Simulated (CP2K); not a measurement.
Ti:

```
Ti
1.0
     2.87085    0.00000    0.00000
     1.43543    2.48623    0.00000
     1.43543    0.82874    2.34404
Ti
1
Cartesian
  0.0000 0.0000 0.0000
```

This isn't the form of Ti at room conditions, which is hcp.

Base run:

```yaml
Program: CP2K 2026.2
Functional: LDA
Potentials_or_basis: POTENTIAL_UZH Ti GTH-PBE-q12; TZVP-MOLOPT-PBE-GTH basis
Density_cutoff: 9184 eV
k_mesh: 11 × 11 × 11
Occupations: fermi-dirac, width 0.05 eV
Spin: no spin polarisation
```

Its results: band gap on the k mesh none (metal or under the smearing width); pressure -4.5 GPa.

Q: After a change of settings the same cell gave: band gap on the k mesh none (metal or under the smearing width); pressure 0.0 GPa. Which change was it?
A. functional from LDA to revPBE
B. functional from LDA to PW91
C. functional from LDA to AM05
D. functional from LDA to TASK

A: C.

AM05 binds less tightly than LDA, so the same cell stands under more pressure.

Caveats: the potentials were made for another functional, which shifts forces and pressure; the basis of atomic orbitals isn't converged, which shifts pressures, moduli and gaps.

Runs at the PBE level aren't shown here.
